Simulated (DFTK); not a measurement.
Here is a DFTK 0.8.2 calculation.

The input run.jl:

```julia
using DFTK
using PseudoPotentialData
using Unitful, UnitfulAtomic
using LinearAlgebra, Printf
include("save.jl")
disable_threading()

lines = readlines("Ti.cif")
tag(name) = parse(Float64, split(only(filter(startswith(name), lines)))[2])
a, b, c = tag.(["_cell_length_a", "_cell_length_b", "_cell_length_c"])
α, β, γ = deg2rad.(tag.(["_cell_angle_alpha", "_cell_angle_beta", "_cell_angle_gamma"]))
cx, cy  = cos(β), (cos(α) - cos(β) * cos(γ)) / sin(γ)
lattice = austrip(1u"Å") * [a b*cos(γ) c*cx; 0 b*sin(γ) c*cy; 0 0 c*sqrt(1 - cx^2 - cy^2)]
sites     = split.(lines[findlast(startswith("_atom_site_"), lines)+1:end])
symbols   = [Symbol(s[2]) for s in sites]
positions = [parse.(Float64, s[5:7]) for s in sites]
pseudopotentials = Dict(:Ti => "Ti.upf")
elements = Dict(s => ElementPsp(s, pseudopotentials; rcut=10.0) for s in unique(symbols))
atoms    = [elements[s] for s in symbols]

build_model(lattice, positions; symmetries=true) =
    model_DFT(lattice, atoms, positions;
              functionals=SCAN(),
              temperature=austrip(0.05u"eV"),
              smearing=Smearing.FermiDirac(),
              symmetries)
Ecut  = 42.0  # hartree
kgrid = [11, 11, 11]
tol   = 1e-6
to_GPa = ustrip(uconvert(u"GPa", 1u"hartree/bohr^3"))

model = build_model(lattice, positions)
basis = PlaneWaveBasis(model; Ecut, kgrid)
display(basis)
scfres = self_consistent_field(basis;
                               tol,
                               nbandsalg=AdaptiveBands(model; n_bands_converge=11),
                               solver=ScfAndersonSolver())
display(scfres.energies)
@printf "Fermi level: %.6f eV\n" ustrip(auconvert(u"eV", something(scfres.εF, NaN)))
forces = compute_forces_cart(scfres)
println("Forces (eV/Å)")
for (s, f) in zip(symbols, forces)
    @printf "%-3s %12.6f %12.6f %12.6f\n" s ustrip.(auconvert.(u"eV/Å", f))...
end
stress = compute_stresses_cart(scfres)
println("Stress (GPa)")
display(round.(stress * to_GPa; digits=4))
println("Levels at the first k-point (eV): ", round.(ustrip.(auconvert.(u"eV", scfres.eigenvalues[1])); digits=4))
save_scf!(scfres; forces, stress)

points = Dict("G" => [0.0, 0.0, 0.0], "H" => [0.5, -0.5, 0.5], "P" => [0.25, 0.25, 0.25], "N" => [0.0, 0.0, 0.5])
segments = [("G", "H", 10), ("H", "N", 7), ("N", "G", 7), ("G", "P", 8), ("P", "H", 8), ("P", "N", 5)]
kcoords = vcat([[points[a] + t * (points[b] - points[a]) for t in range(0, 1, n)] for (a, b, n) in segments]...)
bands = compute_bands(scfres, ExplicitKpoints(kcoords); n_bands=13, tol=1e-5)
for (k, ε) in zip(bands.basis.kpoints, bands.eigenvalues)
    @printf "%d %8.4f %8.4f %8.4f " k.spin k.coordinate...
    println(join([@sprintf("%9.4f", e) for e in ustrip.(auconvert.(u"eV", ε .- scfres.εF))]))
end
results["band_energies"] = rows(bands.eigenvalues); results["band_kpoints"] = rows(kcoords)
```

File Ti.cif:

```cif
data_Ti
_cell_length_a 2.84229538
_cell_length_b 2.84229538
_cell_length_c 2.84229538
_cell_angle_alpha 109.47122063
_cell_angle_beta 109.47122063
_cell_angle_gamma 109.47122063
_space_group_name_H-M_alt 'P1'
_space_group_name_Hall 'P 1'
_space_group_IT_number 1
loop_
_space_group_symop_operation_xyz
'x,y,z'
loop_
_atom_site_label
_atom_site_type_symbol
_atom_site_symmetry_multiplicity
_atom_site_Wyckoff_symbol
_atom_site_fract_x
_atom_site_fract_y
_atom_site_fract_z
_atom_site_occupancy
Ti1 Ti 1 a 0.0000000000 0.0000000000 0.0000000000 1
```

Potentials or basis: in-house norm-conserving set (r2SCAN, scalar relativistic).

Launch:

```sh
$ julia --threads=1 run.jl  # save.jl only writes the numbers to a file and isn't shown; printed stress counts tension as positive; times include loading and compiling
```

(1) What does it give for the pressure?

(2) Estimate the band gap on the k mesh.

## Answers

(1) -4.2 GPa.

(2) none (metal or under the smearing width).
